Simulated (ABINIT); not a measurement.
## InP: electronic dielectric constant by level of theory

```cif
data_structure
_symmetry_space_group_name_H-M 'F-43m'
_symmetry_Int_Tables_number 216
_cell_length_a 5.8610
_cell_length_b 5.8610
_cell_length_c 5.8610
_cell_angle_alpha 90.000
_cell_angle_beta 90.000
_cell_angle_gamma 90.000
_cell_volume 201.33
loop_
_atom_site_label
_atom_site_type_symbol
_atom_site_symmetry_multiplicity
_atom_site_Wyckoff_symbol
_atom_site_fract_x
_atom_site_fract_y
_atom_site_fract_z
_atom_site_occupancy
In1 In 4 a 0.00000 0.00000 0.00000 1
P1 P 4 c 0.25000 0.25000 0.25000 1
```

```tsv
rung	level	program and potentials	cutoff (eV)	k mesh	smearing	core time	chip	electronic dielectric constant	notes
LDA	LDA	ABINIT, PseudoDojo NC SR LDA v0.4.1 standard	844	4 × 4 × 4, 4 shifts	fixed	9.1 min	Arm Neoverse V2	12.60	9 valence electrons an atom on average
GGA	PBEsol	ABINIT, PseudoDojo NC SR PBEsol v0.4.1 standard	844	4 × 4 × 4, 4 shifts	fixed	14 min	Intel Xeon	12.03	9 valence electrons an atom on average
GGA	PBE	ABINIT, PseudoDojo NC SR PBE v0.4 stringent	1007	4 × 4 × 4, 4 shifts	fixed	17 min	Arm Neoverse V1	11.44	13 valence electrons an atom on average
GGA	PBE	ABINIT, PseudoDojo NC SR PBE v0.4.1 standard	952	4 × 4 × 4, 4 shifts	fixed	17 min	Arm Neoverse V1	11.47	9 valence electrons an atom on average
GGA	PBEsol	ABINIT, PseudoDojo NC SR PBEsol v0.4 stringent	1007	4 × 4 × 4, 4 shifts	fixed	18 min	Arm Neoverse V1	12.00	13 valence electrons an atom on average
```

Times are single runs on shared hosts and different chips, so they are rough; meshes, cutoffs and the tasks' sizes weigh on the time. Task: dielectric tensor. All rows: no spin polarisation. Smearing widths are in eV. The cell comes from a database and isn't always the measured one. All levels ran on this one cell, unrelaxed unless noted. Meshes are those of the run's cell of 2 atoms unless a note names another. Misses use the values as printed. Runs on faulty files, with rough fits or with known faults for this quantity aren't shown. No row holds spin-orbit coupling.

Measured: 9.61 at 300 K (a printed reference work).

Task: Which of the timed runs is the cheapest that comes within 8 % of the measured electronic dielectric constant?

Result: None of them does; the nearest misses by +19.0 %. The runs are for a static lattice, while measurements hold temperature and zero-point motion.
